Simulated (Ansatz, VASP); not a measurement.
## One calculation of Cu, two programs

INCAR

```
PREC = Accurate ; ENCUT = 600
EDIFF = 1E-7 ; ISMEAR = -1
SIGMA = 0.08 ; LREAL = F
LASPH = T ; NELM = 60
ALGO = Normal ; ISIF = 3
LWAVE = F ; LCHARG = F
GGA = PS ; IBRION = 2
NSW = 100 ; EDIFFG = -0.002
```

Contents of KPOINTS:

```
regular mesh
0
Gamma
  16 16 16
```

The input POSCAR:

```
Cu
1.0
    0.0000000000      1.8075000000      1.8075000000
    1.8075000000      0.0000000000      1.8075000000
    1.8075000000      1.8075000000      0.0000000000
Cu
1
Direct
    0.0000000000      0.0000000000      0.0000000000
```

Input for Ansatz:

```yaml
crystal:
  lattice:
    - [0.0, 1.8075, 1.8075]
    - [1.8075, 0.0, 1.8075]
    - [1.8075, 1.8075, 0.0]
  atoms:
    - { symbol: Cu, position: [0.0, 0.0, 0.0] }
kpoints:
  mp_grid: { grid: [16, 16, 16] }
scf:
  occupations: { method: fermi_dirac, width: 0.08 }
hamiltonian:
  xc: pbesol
  pseudopotentials: { kind: paw }
relax:
  f_tol: 0.002
  max_steps: 80
  cell: {}
output:
  forces: true
  stress: true
```

Alike in both runs: task relaxation of cell and atoms; functional PBEsol; k mesh 16 × 16 × 16; occupations fermi-dirac, width 0.08 eV; no spin polarisation.

|  | VASP | Ansatz |
| --- | --- | --- |
| version | VASP 6.6.1 | Ansatz 0.2.0 |
| potentials or method | VASP PAW PBE potentials, release 64 (Cu) | PAW with Ansatz's default frozen-core files, scalar-relativistic |
| plane-wave cutoff (eV) | 600 | 420 |
| valence electrons in the cell | 11 | 19 |

```csv
,VASP,Ansatz,Ansatz less VASP
relaxed volume (Å³/atom),11.37,11.32,-0.053
relaxed cell length with the largest relative difference (Å),2.524,2.520,-0.0039
energy change over the relaxation (meV/atom),-8,-10,-2.1
```

The two sets of potentials don't hold the same shells in valence.

Caveats: the PAW data sets were made with another functional, which shifts forces and pressure a little (VASP).
